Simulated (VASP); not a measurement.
Wanted: the native input for a VASP 6.6.1 run.

| Item | Value |
| --- | --- |
| Task | relaxation of shape and atoms at fixed volume |
| Functional | LDA |
| Potentials or basis | VASP PAW LDA potentials, release 64 (Si) |
| Cutoff | 600 eV |
| k mesh | 12 × 12 × 6 |
| Occupations | gaussian, width 0.03 eV |
| Spin | no spin polarisation |
| Further INCAR settings | ALGO = Normal; EDIFF = 1e-07; IBRION = 2; EDIFFG = -0.01; NSW = 40; ISIF = 4 |

The structure of Si lies in POSCAR:

```
Si                                      
1.0
    2.6099787605      0.0000000000      0.0000000000
   -1.3049893802      2.2603079099      0.0000000000
    0.0000000000      0.0000000000      4.3912093034
  Si            
     2
Direct
     0.3333333300000021    0.6666666699999979    0.2500000000000000
     0.6666666699999979    0.3333333300000021    0.7500000000000000
```

This isn't the form of Si at room conditions, which is diamond.

The cell isn't the ideal one: a relaxed cell with its volume scaled by 0.94.

These files were run (other wordings do the same):

INCAR

```
ALGO = Normal
EDIFF = 1E-7
EDIFFG = -0.01
ENCUT = 600
IBRION = 2
ISIF = 4
ISMEAR = 0
LASPH = True
LCHARG = False
LREAL = False
LWAVE = False
NELM = 80
NSW = 40
PREC = Accurate
SIGMA = 0.03
```

KPOINTS

```
k-points
0
Gamma
  12 12 6
```

Potentials or basis: VASP PAW LDA potentials, release 64 (Si).

Run with:

```bash
$ cat potpaw_LDA.64/Si/POTCAR > POTCAR
$ mpirun -np 1 vasp_std > vasp.out
```

It gave:

- Energy gained by relaxing: 0.0 meV/atom
- Ionic steps: 2
- Pressure after relaxing: 7.3 GPa
- Band gap on the k mesh: none (metal or under the smearing width)

It took 12 s on 1 thread of Intel(R) Xeon(R) 6975P-C (Granite Rapids), on a shared host, peak memory 0.14 GiB.
